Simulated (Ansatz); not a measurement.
**Cr: all-electron results**

```
Cr
1.0
     2.48530    0.00000    0.00000
    -1.24265    2.15234    0.00000
     0.00000    0.00000    4.45564
Cr
2
Direct
  0.33333 0.66667 0.25000
  0.66667 0.33333 0.75000
```

Atoms are numbered in the order listed.

The cell was built from the hcp type and relaxed in the same program, and has space group P6_3/mmc; it needn't be a known or the stable phase.

Theory: DFT, PBE, all-electron LAPW, scalar-relativistic in Ansatz 0.2.0.

Settings: a Γ-centred 17×17×9 k mesh, Fermi–Dirac smearing of 0.05 eV, basis error target 1 meV/atom, spin-polarised from start moments Cr1 3, Cr2 3 μB (the moments died away, and the run ended non-magnetic).

| Item | Value |
| --- | --- |
| Volume per atom | 11.92 Å³ |
| Pressure at this cell | -0.07 GPa |

**Question.** Stress xx, yy, zz (compression positive): what does the calculation give?

**Answer.** -0.10, -0.10, 0.00 GPa.

**Question.** Predict this quantity. Density of states at the Fermi level (0.2 eV bin).

**Answer.** 3.14 states/eV per cell.

**Question.** Predict this quantity. Band gap.

**Answer.** none: bands cross the Fermi level, a metal.
